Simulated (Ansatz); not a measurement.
# Tc in Ansatz: the effect of functional

The system is Tc.

```xyz
2
Lattice="2.7761 0.0000 0.0000 -1.3880 2.4041 0.0000 0.0000 0.0000 4.4559" Properties=species:S:1:pos:R:3 pbc="T T T"
Tc    1.3880    0.8014    3.3419
Tc    0.0000    1.6028    1.1140
```

The cell isn't the ideal one: volume scaled by 1.04.

Alike in all runs:

* Program: Ansatz 0.2.0
* Task: single point
* Potentials or basis: Ansatz PAW earlier set
* Cutoff: 500 eV (not typed: the program's choice for these potentials)
* k mesh: 11 × 11 × 6
* Occupations: fermi-dirac, width 0.05 eV
* Spin: no spin polarisation

```tsv
functional	pressure (GPa)
LDA	-22.2
r2SCAN	?
PBE	-8.3
```

Task: What does the run with functional r2SCAN give?

Result: Pressure -13.3 GPa.

Caveats: the PAW data sets come from PBE, with cores solved anew for the run's functional, which leaves a small shift of forces and pressure (some runs).
